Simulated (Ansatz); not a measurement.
# AlAs: the change of pressure with volume scale

All results are calculated (Ansatz 0.2.0). Periodic Kohn-Sham DFT of a crystal at fixed atoms, scaled to volume_scale times the given cell; pressure positive in compression, energy less spherical unpolarised free atoms, largest_vzz the field gradient of largest size among the nuclei.

The cell before it is scaled or strained (space group F-43m, No. 216):
```
AlAs
1.0
      0.0000     2.8304     2.8304
      2.8304     0.0000     2.8304
      2.8304     2.8304     0.0000
Al As
1 1
Direct
  0.00000 0.00000 0.00000
  0.75000 0.75000 0.75000
```

Settings of every row: method all-electron PAW; functional PBE; relativity scalar; k mesh 10x10x10; filling fermi-dirac; smearing width 0.05 eV; nucleus gaussian.

Atom start moment: 0 on all atoms.

| row | volume scale | V (Å³/atom) | pressure (GPa) |
| --- | --- | --- | --- |
| 1 | 0.94 | 21.314 | 8.03 |
| 2 | 0.9405 | 21.326 | 7.977 |
| 3 | 0.96 | 21.768 | 6.019 |
| 4 | 0.98 | 22.221 | 4.204 |
| 5 | 0.99 | 22.448 | 3.363 |
| 6 | 1 | 22.675 | 2.564 |
| 7 | 1.01 | 22.902 | 1.806 |
| 8 | 1.02 | 23.128 | 1.085 |
| 9 | 1.04 | 23.582 | ? |
| 10 | 1.06 | 24.035 | -1.456 |

Question: what pressure should row 9 give?

Worked fit of pressure. Take u = (V_r/V)^(2/3) − 1 with V_r = 22.448 Å³ an atom, which is twice the finite (Eulerian) strain; such expansions in the strain, on which the Birch-Murnaghan equation of state is built, carry the rest volume and the bulk modulus. The shown rows have u = 0.03516, 0.03477, 0.02072, 0.0068, 0, -0.00669, -0.01326, -0.0197, -0.04452. Least squares give pressure = 3.3635 + 121.627 × u + 309.61 × u² + 208 × u³ GPa; a parabola predicts inner rows, each left out in turn, worse (root mean square 0.0038 against 0.0017 GPa). The rows lie off it by -0.002, 0.001, 0.001, -0.001, -0.001, 0.000, 0.001, -0.001, 0.000. The pressure vanishes at u = -0.0299, or V = 23.49 Å³ an atom, and there the bulk modulus at fixed shape and fractions is B = −V dP/dV = (2/3)(1 + u) dP/du = 67.1 GPa. The withheld row has u = -0.03232, so the fit gives 3.3635 + 121.627 × (-0.03232) + 309.61 × (-0.03232)² + 208 × (-0.03232)³ = -0.251 GPa.

The calculation gave -0.251 GPa. The fit meets it to the printed digit.
